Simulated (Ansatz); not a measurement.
# Hf2Si: straining the crystal, a shear that moves c along a

A series on Hf2Si: a shear that moves c along a, +0 to +6 %; the cell is held and the atoms relax. Wanted: energy, stress and any gap along the series.

Method: DFT PBEsol, scalar-relativistic, plane waves, PAW, in Ansatz 0.2.0.

2 further runs of the same task are left out: 2 set aside as unsound or not needed.

## (1) The starting structure

Symmetry: I4/mcm, No. 140, tetragonal system. The conventional cell has a = 6.511 Å, b = 6.511 Å, c = 5.143 Å, α = 90.00°, β = 90.00°, γ = 90.00°. Hf (site symmetry m2m) is surrounded by 4 Si at 2.77 Å and 3 Hf at 2.89 to 3.09 Å. Si (site symmetry 422) is surrounded by 2 Si at 2.57 Å and 8 Hf at 2.77 Å.

As a file:

```
CELL_PARAMETERS angstrom
6.51065 0.00000 0.00000
0.00000 6.51065 0.00000
0.00000 0.00000 5.14322
ATOMIC_POSITIONS crystal
Hf 0.15675 0.34325 0.00000
Hf 0.84325 0.34325 0.50000
Hf 0.84325 0.65675 0.00000
Hf 0.15675 0.65675 0.50000
Hf 0.65675 0.84325 0.50000
Hf 0.34325 0.84325 0.00000
Hf 0.34325 0.15675 0.50000
Hf 0.65675 0.15675 0.00000
Si 0.00000 0.00000 0.25000
Si 0.00000 0.00000 0.75000
Si 0.50000 0.50000 0.75000
Si 0.50000 0.50000 0.25000
```

It goes back to an entry of the Materials Project, which need not be the stable form.

The unstrained cell was computed beforehand with the same settings: E(σ→0) = -127279.7301 eV for 12 atoms, gap none (metal).

## (2) Strain +1.0 %

The input, input.yaml:

```yaml
crystal:
  lattice:
    - [6.5106518753, 0.0, 0.0]
    - [0.0, 6.5106518753, 0.0]
    - [0.0514321527, 0.0, 5.1432152662]
  atoms:
    - { symbol: Hf, position: [0.1567471517, 0.3432528483, 0.0] }
    - { symbol: Hf, position: [0.8432528483, 0.3432528483, 0.5] }
    - { symbol: Hf, position: [0.8432528483, 0.6567471517, 0.0] }
    - { symbol: Hf, position: [0.1567471517, 0.6567471517, 0.5] }
    - { symbol: Hf, position: [0.6567471517, 0.8432528483, 0.5] }
    - { symbol: Hf, position: [0.3432528483, 0.8432528483, 0.0] }
    - { symbol: Hf, position: [0.3432528483, 0.1567471517, 0.5] }
    - { symbol: Hf, position: [0.6567471517, 0.1567471517, 0.0] }
    - { symbol: Si, position: [0.0, 0.0, 0.25] }
    - { symbol: Si, position: [0.0, 0.0, 0.75] }
    - { symbol: Si, position: [0.5, 0.5, 0.75] }
    - { symbol: Si, position: [0.5, 0.5, 0.25] }
basis:
  ecutwfc: 420
kpoints:
  mp_grid: { grid: [6, 6, 8] }
hamiltonian:
  xc: pbesol
scf:
  occupations: { method: gaussian, width: 0.1 }
output:
  forces: true
  stress: true
  eigenvalues: true
relax:
  adjacent_minimum: "off"
  f_tol: 0.008
  max_steps: 40
```

Launch:

```
$ ansatz run input.yaml --threads 1 --pin off --max-ram 2560MiB --backend cpu --events-out ev --progress --plain --runs-dir out
```

The session goes on with these runs: At +2.0 %; At +3.0 %; the cell strained by +4.0 %; strain +6.0 %.

What does the calculation give?

The runs gave:

| quantity | value |
| --- | --- |
| largest energy cost | 25.6 meV/atom at +6.0 % |
| (1/V) d²E/dε², parabola through all points | 125 GPa |

What this shows: A parabola through all points has a curvature of 125 GPa, a rough value of the shear constant of this plane and direction. Spin-orbit coupling is left out for Hf.
